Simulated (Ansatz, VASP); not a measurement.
Two plane-wave programs on SiO2

Contents of INCAR:

```
PREC = Accurate
ENCUT = 520
EDIFF = 1E-6
ISMEAR = 0
SIGMA = 0.05
LREAL = False
LASPH = True
NELM = 80
ALGO = Normal
ISIF = 2
LWAVE = False
LCHARG = False
GGA = PE
NBANDS = 25
```

The input KPOINTS:

```
Automatic mesh
0
Gamma
  6 6 8
```

POSCAR

```
SiO2
1.0
    4.2361165343      0.0000000000      0.0000000000
    0.0000000000      4.2361165343      0.0000000000
    0.0000000000      0.0000000000      2.6904781063
Si O
2 4
Direct
    0.5000000000      0.5000000000      0.5464601439
    0.0000000000      0.0000000000      0.0464601439
    0.6930152167      0.6930152167     -0.0407785843
    0.1930152167      0.8069847833      0.4592214157
    0.3069847833      0.3069847833     -0.0407785843
    0.8069847833      0.1930152167      0.4592214157
```

Input for Ansatz:

```yaml
crystal:
  lattice:
    - [4.2361165343, 0.0, 0.0]
    - [0.0, 4.2361165343, 0.0]
    - [0.0, 0.0, 2.6904781063]
  atoms:
    - { symbol: Si, position: [0.5, 0.5, 0.5464601439] }
    - { symbol: Si, position: [0.0, 0.0, 0.0464601439] }
    - { symbol: O, position: [0.6930152167, 0.6930152167, -0.0407785843] }
    - { symbol: O, position: [0.1930152167, 0.8069847833, 0.4592214157] }
    - { symbol: O, position: [0.3069847833, 0.3069847833, -0.0407785843] }
    - { symbol: O, position: [0.8069847833, 0.1930152167, 0.4592214157] }
basis:
  ecutwfc: 420
kpoints:
  mp_grid: { grid: [6, 6, 8] }
hamiltonian:
  xc: pbe
scf:
  occupations: { method: gaussian, width: 0.05 }
output:
  forces: true
  stress: true
  eigenvalues: true
```

Change from the starting cell: mode 13 (628.5 1/cm) frozen in, largest displacement +0.125 Å.

Alike in both runs: task single point; functional PBE; k mesh 6 × 6 × 8; occupations gaussian, width 0.05 eV; no spin polarisation.

```csv
,VASP,Ansatz
version,VASP 6.6.1,Ansatz 0.2.0
potentials or method,"VASP PAW PBE potentials, release 64 (Si, O)","scalar-relativistic, plane waves, PAW"
plane-wave cutoff (eV),520,420
valence electrons in the cell,32,32
```

```tsv
	VASP	Ansatz	Ansatz less VASP
gap on the k mesh at the Fermi level (eV)	4.75	4.77	+0.020
least direct gap on the mesh (eV)	4.75	4.77	+0.020
pressure (GPa)	14.5	14.2	-0.37
largest component of the traceless stress (GPa)	4.98	4.47	-0.504
rms of the force components (eV/Å)	2.426	2.377	-0.0486
```

Atom by atom the forces differ by 0.051 eV/Å (rms over components).

Caveats: forces of over 1 eV/Å show positions far from the minimum, so gaps and moduli don't describe the material at rest. A k mesh can miss the band edges.
